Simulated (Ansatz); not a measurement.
# AgI: LAPW beside PAW

Aim: solve AgI at one geometry with LAPW, all electrons, PAW on the default files and datasets made for this crystal, and see where they agree.

Method: DFT LDA, scalar-relativistic, in Ansatz 0.2.0.

### Step 1. The starting structure

The structure is hexagonal, space group P6_3mc (No. 186). The conventional cell has a = 4.580 Å, b = 4.580 Å, c = 7.510 Å, α = 90.00°, β = 90.00°, γ = 120.00°. Ag (site symmetry 3m) has 4 I at 2.81 to 2.82 Å in its first shell of neighbours. Around I (site symmetry 3m) lie 4 Ag at 2.81 to 2.82 Å.

Coordinates:

```
CELL_PARAMETERS angstrom
4.58000 0.00000 0.00000
-2.29000 3.96640 0.00000
0.00000 0.00000 7.51000
ATOMIC_POSITIONS crystal
Ag 0.33333 0.66667 0.00000
Ag 0.66667 0.33333 0.50000
I 0.33333 0.66667 0.37500
I 0.66667 0.33333 0.87500
```

Structure: COD 1011050, as refined from experiment and not relaxed.

Atoms are numbered in the order of the input: Ag1, Ag2, I3, I4.

### Step 2. LAPW, all electrons

The input, input.yaml:

```yaml
crystal:
  lattice:
    - [4.5800015808, 0.0, 0.0]
    - [-2.2900007904, 3.9663977183, 0.0]
    - [0.0, 0.0, 7.51]
  atoms:
    - { symbol: Ag, position: [0.3333333333, 0.6666666667, 0.0] }
    - { symbol: Ag, position: [0.6666666667, 0.3333333333, 0.5] }
    - { symbol: I, position: [0.3333333333, 0.6666666667, 0.375] }
    - { symbol: I, position: [0.6666666667, 0.3333333333, 0.875] }
kpoints:
  mp_grid: { grid: [8, 8, 4] }
  band_path:
    path:
      - [0.0, 0.0, 0.0]
      - [0.5, 0.0, 0.0]
      - [0.3333333333, 0.3333333333, 0.0]
      - [0.0, 0.0, 0.0]
      - [0.0, 0.0, 0.5]
      - [0.5, 0.0, 0.5]
      - [0.3333333333, 0.3333333333, 0.5]
      - [0.0, 0.0, 0.5]
      - [0.5, 0.0, 0.5]
    npoints: 14
scf:
  occupations: { method: fermi_dirac, width: 0.02 }
hamiltonian:
  xc: lda
  pseudopotentials: { kind: all_electron, lapw: { basis_error: 0.001 } }
output:
  forces: true
  stress: true
  eigenvalues: true
  populations: true
  dos: { projected: true, de: 0.2, e_range: [-14, 8] }
```

Run with:

```bash
ansatz run input.yaml --threads 1 --pin off --max-ram 4096MiB --backend cpu --events-out ev --progress --plain --runs-dir out
```

### Step 3. PAW on the default files

Changes to input.yaml since step 2:

```diff
@@ -28,3 +28,3 @@
   xc: lda
-  pseudopotentials: { kind: all_electron, lapw: { basis_error: 0.001 } }
+  pseudopotentials: { kind: paw }
 output:
@@ -33,3 +33,9 @@
   eigenvalues: true
+  efg: { contact_densities: true }
   populations: true
+  bader: true
   dos: { projected: true, de: 0.2, e_range: [-14, 8] }
+  write_density: true
+  write_potential: true
+  elf: true
+  volumetric_format: npy
```

### Step 4. Datasets made for this crystal

Changes to input.yaml since step 3:

```diff
@@ -23,3 +23,3 @@
       - [0.5, 0.0, 0.5]
-    npoints: 14
+    npoints: 8
 scf:
@@ -28,3 +28,3 @@
   xc: lda
-  pseudopotentials: { kind: paw }
+  pseudopotentials: { kind: all_electron, datasets: crystal }
 output:
@@ -34,8 +34 @@
   efg: { contact_densities: true }
-  populations: true
-  bader: true
-  dos: { projected: true, de: 0.2, e_range: [-14, 8] }
-  write_density: true
-  write_potential: true
-  elf: true
-  volumetric_format: npy
```

(Steps that only read results are left out.)

Before running it: what results should come out? Wanted: pressure; gap; largest force; Bader charges; highest ELF.

The runs gave:

| quantity | value |
| --- | --- |
| pressure | LAPW -2.24, PAW -2.24, crystal datasets -2.24 GPa |
| gap (LAPW) | 1.08 eV, direct at Γ |
| largest force | LAPW 0.008, PAW 0.009, crystal datasets 0.009 eV/Å |
| Bader charges (PAW) | Ag1 +0.21, I3 -0.21 e |
| highest ELF (PAW) | 0.70, 1.27 Å from I |

What this shows: The pressure of -2.2 GPa pushes the cell to shrink, with the atoms held in place. A gap opens: 1.08 eV, direct at Γ. Spin-orbit coupling is left out, though the cell holds I; it can shift such gaps by tenths of an eV. I 5p states make 65 % of the projected weight in the top eV of the valence band. The projection holds only the free atom's occupied shells (Ag 5s, Ag 4d, I 5p in this range). The field gradient at I3, the largest by crystal datasets, is 0.38 by PAW and 0.39 by crystal datasets (10²¹ V/m²), within 5 %. No spin–orbit coupling: at heavy atoms the gradients can be off by tens of per cent for that reason. PAW lies less than 0.01 GPa from LAPW in pressure and less than 0.01 eV in the gap. The price, with the outputs that each input asks for: 3.4 min for LAPW against 94 s for PAW, about 2.2 to one.

The gaps are Kohn-Sham values of a semilocal functional, not quasiparticle or optical gaps. Such gaps usually fall short of the measured ones; spin-orbit coupling, left out here, narrows gaps with I, so the two errors partly cancel.
